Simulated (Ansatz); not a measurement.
Input of an Ansatz 0.2.0 run:

Contents of input.yaml:

```yaml
crystal:
  lattice:
    - [0.0, 2.024805, 2.024805]
    - [2.024805, 0.0, 2.024805]
    - [2.024805, 2.024805, 0.0]
  atoms:
    - { symbol: Al, position: [0.0, 0.0, 0.0] }
kpoints:
  mp_grid: { grid: [11, 11, 11] }
scf:
  occupations: { method: gaussian, width: 0.013 }
hamiltonian:
  xc: pbe
  pseudopotentials: { kind: all_electron, lapw: { basis_error: 0.001 } }
output:
  forces: true
  stress: true
  eigenvalues: true
```

Potentials or basis: all-electron LAPW, scalar-relativistic.

Launch:

```console
$ ansatz run input.yaml --threads 1 --pin off --max-ram 3072MiB --backend cpu --events-out ev --progress --plain --runs-dir out
```

Task: Estimate the band gap on the k mesh.

Result: None (metal or under the smearing width).

Task: What does it give for the pressure?

Result: -0.5 GPa.
